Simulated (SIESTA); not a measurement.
# PtSe2 (Sudovikovite) in SIESTA: convergence with ElectronicTemperature

PtSe2 (Sudovikovite):

```
Pt Se
1.0
     3.72400    0.00000    0.00000
    -1.86200    3.22508    0.00000
     0.00000    0.00000    5.06200
Pt Se
1 2
Direct
  0.01133 0.02263 0.00660
  0.65034 0.33135 0.74000
  0.33238 0.65513 0.24631
```

The cell isn't the ideal one: atoms moved at random, drawn with an rms of 0.05 Å.

| Property | Result |
| --- | --- |
| Program | SIESTA 5.4.2 |
| Task | single point |
| Functional | PBE |
| Potentials or basis | PseudoDojo 0.4 standard (PBE files) |
| Basis | DZP (energy shift 0.003 Ry; two zetas on semicore shells) |
| Grid cutoff | 800 Ry |
| Energy shift | 0.003 Ry |
| k mesh | 6 × 6 × 4 |
| Occupations | fermi-dirac, width 0.5 eV |
| Spin | no spin polarisation |

These are the settings of the first run; the series varies ElectronicTemperature, with any setting tied to it.

Hardware: 1 thread of Intel(R) Xeon(R) 6975P-C (Granite Rapids) (shared host).

| ElectronicTemperature | energy less the tightest run, at zero smearing (meV/atom) | pressure (GPa) | largest force (eV/Å) | SCF cycles | CPU time (s) | peak memory (GiB) |
| --- | --- | --- | --- | --- | --- | --- |
| 0.5 | 33.10 | 13.59 | 2.353 | 10 | 41 | 0.38 |
| 0.3 | 7.77 | 12.15 | 2.379 | 10 | 42 | 0.37 |
| 0.2 | 1.44 | 11.83 | 2.425 | 10 | 41 | 0.37 |
| 0.1 | -0.39 | 11.73 | 2.443 | 10 | 40 | 0.37 |
| 0.05 | -0.23 | 11.71 | 2.439 | 10 | 40 | 0.38 |
| 0.025 | -0.08 | 11.71 | 2.434 | 10 | 40 | 0.37 |
| 0.01 | 0.00 | 11.72 | 2.430 | 10 | 40 | 0.37 |

Against the tightest run, the energy stays within 1 meV/atom from 0.1 on; the pressure stays within 0.1 GPa from 0.1 on; the largest force stays within 0.005 eV/Å from 0.025 on. The tightest run that finished is the yardstick and may itself not be fully converged.

Caveat, for the tightest run too: short orbitals over semicore shells can move pressures by several GPa; the basis of atomic orbitals isn't converged, which shifts pressures, moduli and gaps. Spin-orbit coupling is left out, which matters for the levels of Pt.
